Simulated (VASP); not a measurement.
```
NaBr
1.0
    0.00000     3.01574     3.01574
    3.01574     0.00000     3.01574
    3.01574     3.01574     0.00000
Na Br
1 1
Direct
  0.00000   0.00000   0.00000
  0.50000   0.50000   0.50000
```

Calculation: revPBE GGA, VASP's PBE PAW potentials (set 64) (plane waves; VASP). Settings: 300 eV cut-off, 5×5×5 Γ-centred mesh, Fermi-Dirac smearing of 0.050 eV, potentials Na_pv Br.

At this cut-off the stress carries a Pulay error, which pulls relaxed volumes low.

Problem. Give the stress tensor in GPa (positive for a compressed cell).

Solution. 
```
1.31  0.00  0.00
0.00  1.31  0.00
0.00  0.00  1.31
```
The pressure is its mean diagonal, 1.31 GPa.

The structure comes from a computed database's NaBr entry; how it stands against other phases isn't given here. The cell was not relaxed at this level.
